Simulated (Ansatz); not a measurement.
## How TaN stores the work of compression

These are results of DFT PBEsol, scalar-relativistic, plane waves, PAW in Ansatz, not measurements. Settings: 420 eV cutoff, 18×18×8 k-mesh, Gaussian smearing of 0.10 eV, no spin polarisation.

Reference structure (relaxed):

```yaml
crystal:
  lattice:
    - [2.88947, 0.00000, 0.00000]
    - [-1.44473, 2.50235, 0.00000]
    - [0.00000, 0.00000, 5.86080]
  atoms:
    - { symbol: Ta, position: [0.00000, 0.00000, 0.00000] }
    - { symbol: Ta, position: [0.00000, 0.00000, 0.50000] }
    - { symbol: N, position: [0.33333, 0.66667, 0.25000] }
    - { symbol: N, position: [0.66667, 0.33333, 0.75000] }
```

Cell and atoms were relaxed at each target pressure within the start's symmetry (P6_3/mmc), at zero temperature; other phases can be more stable under pressure. H = E + PV with P the target; E is the free energy at the smearing used, whose derivative the pressure is, per atom and counted from zero pressure.

Spin–orbit coupling is left out, which can shift energies with elements as heavy as these.

| P (GPa) | V (Å³/atom) | E − E0 (meV) | H − H0 (meV) |
| --- | --- | --- | --- |
| 0 | 10.594 | 0.0 | 0.0 |
| 3 | 10.507 | 0.8 | 197.6 |
| 8 | 10.367 | 5.6 | 523.2 |
| 15 | 10.187 | 18.5 | 972.2 |
| 30 | 9.849 | 65.6 | 1909.7 |
| 60 | 9.308 | 215.3 | 3701.1 |

Problem. Thermodynamics gives dH/dP = V along a relaxed path. Integrate V over P by the trapezoid rule and compare with the computed enthalpies.

Solution. With 1 eV/Å³ = 160.22 GPa, each step adds the mean volume times ΔP / 160.22:
| P (GPa) | ∫V dP (meV) | H − H0 (meV) | difference (meV) |
| --- | --- | --- | --- |
| 3 | 197.5 | 197.6 | 0.0 |
| 8 | 523.3 | 523.2 | 0.0 |
| 15 | 972.3 | 972.2 | 0.1 |
| 30 | 1910.2 | 1909.7 | 0.4 |
| 60 | 3703.7 | 3701.1 | 2.5 |

V(P) curves upward, so the trapezoid rule runs high; integrating a smooth curve through the same points puts that excess at about 2.8 meV at 60 GPa, against the 2.5 meV found.

Problem. At 60 GPa, how much of the enthalpy change is stored energy and how much is the PV term?

Solution. E rises by 215 meV/atom and PV is 60 × 9.308 / 160.22 = 3486 meV/atom, so PV makes 94 % of ΔH. So between rival structures at high pressure a small difference in volume can outweigh the difference in energy: 1 % of this volume is worth 34.9 meV/atom at this pressure.

Problem. What bulk modulus do the lowest pressures give, and how is the compression shared among the axes?

Solution. From the pressures that the runs reached, -3.00 GPa (10.687 Å³) and 3.00 GPa (10.507 Å³), B = −ΔP/Δln V = 6.00 / 0.0171 = 351 GPa, a mean over that range. The linear compressibilities −Δln(length)/ΔP are 1.03 along a, 1.03 along b, 0.79 along c (in TPa⁻¹). With fixed angles they add up to 1/B: 2.85 against 2.85. Softest: a and b, at 36 % of the volume change per axis.

This form isn't the usual stable structure of the compound.